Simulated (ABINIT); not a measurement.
# BAs (F-43m): a self-consistent loop beyond G0W0, cycle by cycle, part 3 of 3

How far does self-consistency move the gap of BAs (F-43m)?

ABINIT 10.8.3; PBE and many-body steps on it, plane waves. Known limits of the many-body steps: not at the basis limit; no spin-orbit coupling.

So far. Step 7 (evGW0, cycle 3): Against the cycle before, the gap moves by +0.008 eV. Step 10 (evGW, cycle 1): Against G0W0 in ABINIT (6×6×6 mesh, 157 bands, screening to 228.6 eV, Godby-Needs plasmon pole), the gap moves by +0.183 eV.

### Step 12. Screening, 6×6×6 mesh, 157 bands, screening to 228.6 eV

This step: RPA screening on PBE from quasiparticle energies, plane waves, norm-conserving pseudopotentials.

Input file run.abi:

```
acell 3*1.0 Angstrom
rprim 
  -0.000000000000 2.388500000000 2.388500000000
  2.388500000000 -0.000000000000 2.388500000000
  2.388500000000 2.388500000000 -0.000000000000
ntypat 2
znucl 5 33
natom 2
typat 1 2
xred 
  0.000000000000 0.000000000000 0.000000000000
  0.250000000000 0.250000000000 0.250000000000
pp_dirpath "pseudos"
pseudos "B.upf, As.upf"
ecut 44
ngkpt 6 6 6
nshiftk 1
shiftk 0 0 0
kptopt 1
chksymbreak 0
istwfk *1
occopt 1
irdwfk 1
optdriver 3
nband 157
ecuteps 8.4
inclvkb 2
awtr 1
symchi 1
irdqps 1
gwcalctyp 10
nqptdm 15
qptdm 
  0.1666666667 0.0000000000 0.0000000000
  0.3333333333 0.0000000000 0.0000000000
  0.5000000000 0.0000000000 0.0000000000
  0.1666666667 0.1666666667 0.0000000000
  0.3333333333 0.1666666667 0.0000000000
  0.5000000000 0.1666666667 0.0000000000
  -0.3333333333 0.1666666667 0.0000000000
  -0.1666666667 0.1666666667 0.0000000000
  0.3333333333 0.3333333333 0.0000000000
  0.5000000000 0.3333333333 0.0000000000
  -0.3333333333 0.3333333333 0.0000000000
  0.5000000000 0.5000000000 0.0000000000
  0.5000000000 0.3333333333 0.1666666667
  -0.3333333333 0.3333333333 0.1666666667
  -0.3333333333 0.5000000000 0.1666666667
indata_prefix "in"
outdata_prefix "out"
tmpdata_prefix "tmp"
```

Input file mrgscr.stdin:

```
2
merged
q0_SCR
out_SCR
1
```

Launch:

```sh
OMP_NUM_THREADS=1 mpirun -n 4 abinit run.abi > log; mrgscr < mrgscr.stdin
```

What it wrote:

```text
.Version 10.8.3 of ABINIT. v10.8.2 released Aug 2026.

 Symmetries : space group F-4 3 m (#216); Bravais cF (face-center cubic)
[... echo of the input left out ...]
== DATASET  1 ==================================================================
-   mpi_nproc: 4, omp_nthreads: 1 (-1 if OMP is not activated)

--- !DatasetInfo
iteration_state: {dtset: 1, }
dimensions: {natom: 2, nkpt: 16, mband: 157, nsppol: 1, nspinor: 1, nspden: 1, mpw: 2637, }
cutoff_energies: {ecut:  44.0, pawecutdg:  -1.0, }
[...]
q-point number  1        q = ( 0.166667, 0.000000, 0.000000) [r.l.u.]
--------------------------------------------------------------------------------
[... chi0 elements left out ...]
  Average fulfillment of the sum rule on Im[epsilon] for q-point    2 :     73.93  [%]

--------------------------------------------------------------------------------
  q-point number  2        q = ( 0.333333, 0.000000, 0.000000) [r.l.u.]
--------------------------------------------------------------------------------
[... chi0 elements left out ...]
  Average fulfillment of the sum rule on Im[epsilon] for q-point    3 :     68.58  [%]

 [... 13 further q-points ...]
```

Run time: 3.6 min. Hardware: 4 MPI ranks of Intel Xeon Platinum 8375C at 2.90GHz (Ice Lake), shared host; peak memory 1.5 GiB.

This step gave:

```yaml
plasma_frequency: 36.27 eV
plane_waves_in_the_screening_matrix: 181
```

This screening reads the quasiparticle levels of the cycle before.

### Step 13. evGW, cycle 2

This step: evGW on PBE, plane waves, norm-conserving pseudopotentials.

run.abi: that of step 12 with these lines changed.

```diff
@@ -23,12 +23,10 @@
 irdwfk 1
-optdriver 3
+optdriver 4
 nband 157
-ecuteps 8.4
-inclvkb 2
-awtr 1
-symchi 1
-irdqps 1
 gwcalctyp 10
-nqptdm 15
-qptdm 
+ecutsigx 44
+symsigma 1
+nkptgw 16
+kptgw 
+  0.0000000000 0.0000000000 0.0000000000
   0.1666666667 0.0000000000 0.0000000000
@@ -48,2 +46,23 @@
   -0.3333333333 0.5000000000 0.1666666667
+bdgw 
+  11 17
+  11 17
+  11 17
+  11 17
+  11 17
+  11 17
+  11 17
+  11 17
+  11 17
+  11 17
+  11 17
+  11 17
+  11 17
+  11 17
+  11 17
+  11 17
+ecuteps 8.4
+irdscr 1
+ppmodel 1
+irdqps 1
 indata_prefix "in"
```

Launch:

```sh
OMP_NUM_THREADS=1 mpirun -n 4 abinit run.abi > log
```

What it wrote:

```text
.Version 10.8.3 of ABINIT. v10.8.2 released Aug 2026.

 Symmetries : space group F-4 3 m (#216); Bravais cF (face-center cubic)
[... echo of the input left out ...]
== DATASET  1 ==================================================================
-   mpi_nproc: 4, omp_nthreads: 1 (-1 if OMP is not activated)

--- !DatasetInfo
iteration_state: {dtset: 1, }
dimensions: {natom: 2, nkpt: 16, mband: 157, nsppol: 1, nspinor: 1, nspden: 1, mpw: 2637, }
cutoff_energies: {ecut:  44.0, pawecutdg:  -1.0, }
[...]
.  kptgw no:  3; Maximum DeltaE = (   0.004  -0.000) for band index:  7
[...]
.  kptgw no: 15; Maximum DeltaE = (   0.004  -0.000) for band index:  1
.  kptgw no: 16; Maximum DeltaE = (   0.005  -0.000) for band index:  1

== END DATASET(S) ==============================================================
================================================================================

 -outvars: echo values of variables after computation  --------
           etotal      0.0000000000E+00
            nband         157
             nkpt          16
          spgroup         216
 [... the other variables as echoed above ...]

 Calculation completed.
```

It took 9.3 min on 4 MPI ranks; peak memory 1.5 GiB; 37 min of CPU time.

This step gave:

```
quasiparticle gap on the mesh                         : 2.097 eV
gap of the density functional on the mesh             : 1.293 eV
k of the valence top                                  : 0, 0, 0
k of the conduction bottom                            : 0.3333, 0.3333, 0
least direct quasiparticle gap on the computed points : 4.363 eV
```

Against the cycle before, the gap moves by +0.005 eV.

### Step 14. Side by side

Times are wall times on 4 MPI ranks of Intel Xeon Platinum 8375C at 2.90GHz (Ice Lake), shared host, good to a factor of about two. A run's time includes the screening step that it read.

```csv
run,mesh,bands,screening cutoff (eV),DFT gap (eV),gap on the mesh (eV),direct (eV),ε∞ used,time
G0W0,6×6×6,157,228.6,1.293,1.909,4.145,10.51,4 min
"evGW0, cycle 1",6×6×6,157,228.6,1.293,2.056,4.348,10.51,13 min
"evGW0, cycle 2",6×6×6,157,228.6,1.293,1.978,4.227,10.51,13 min
"evGW0, cycle 3",6×6×6,157,228.6,1.293,1.986,4.242,10.51,13 min
"evGW, cycle 1",6×6×6,157,228.6,1.293,2.092,4.358,9.12,13 min
"evGW, cycle 2",6×6×6,157,228.6,1.293,2.097,4.363,8.94,13 min
```

### Step 15. Outcome

| Item | Value |
| --- | --- |
| G0W0 | 1.909 eV |
| evGW0, cycle 1 | 2.056 eV |
| evGW0, cycle 2 | 1.978 eV |
| evGW0, cycle 3 | 1.986 eV |
| evGW, cycle 1 | 2.092 eV |
| evGW, cycle 2 | 2.097 eV |
| known limits | not at the basis limit; no spin-orbit coupling |

**Reading.** Only the bands that the input lists are updated; the others, empty or deep, keep the functional's energies or take a rigid shift. The evGW loop starts from the last levels of evGW0, so its cycles and time come on top of those. evGW0 ends at 1.99 eV, +0.08 eV from G0W0, after 3 cycles that took 28 min beside the first screening; the last moved the gap by 0.008 eV. evGW ends at 2.10 eV, +0.19 eV from G0W0, after 2 cycles that took 26 min beside the first screening; the last moved the gap by 0.005 eV. The first cycle of evGW0 takes the full correction, without the factor Z, so it overshoots the one-shot value. Against experiment, by evGW, cycle 2: the gap of 2.10 eV lies +0.28 eV from the measured 1.82 eV (indirect, 300 K, 2019); the direct gap of 4.36 eV lies +0.24 eV from the measured 4.12 eV (direct, 300 K, 2019); the gap of 2.10 eV lies +0.08 eV from the measured 2.02 eV (indirect, 300 K, 2019). An exciton line or allowed optical edge lies below the quasiparticle gap by the binding energy; a forbidden edge can push the onset above it. These are gaps on the mesh, at modest bands and cutoff. The calculation has static nuclei and no excitons; a measured gap holds zero-point and thermal motion, which mostly lowers it. Bands and cutoff are finite, so the gap is not at the basis limit. The miss can reach some tenths of an eV and take either sign; the mesh is an error of its own. A denser mesh or path gives a starting gap of 1.21 eV: the GW mesh misses a band edge, so its gaps are not the fundamental one. In the updated screening the q = 0 part is built from Kohn-Sham bands under a rigid shift, the other q from the quasiparticle levels. The many-body steps are scalar-relativistic: spin-orbit coupling is not in them.

[Paths, hosts, dates, memory and timing lines, banners, echoed tables and standing remarks are left out of the program output.]

[Logs are printed without paths, hosts, clocks, repeated set-up lines and the standing remarks that a program may print on its own settings, such as how far it seeks lower states.]

[Runs of the session that timed out or met a known fault of the program may be left out.]

[Hosts, paths, dates, database ids (printed as entryN), source tags and the programs' standing remarks are cut or masked in the printed files.]

[G0W0 gaps are taken among the corrected bands and points alone; a level outside them can change the order at an edge.]

[Where Ansatz stands beside ABINIT at settings called matched, ABINIT's density can come from a denser mesh and the files from another edition; pairs whose starting gaps differed by over 0.03 eV were left out, so agreement reads better than it is.]
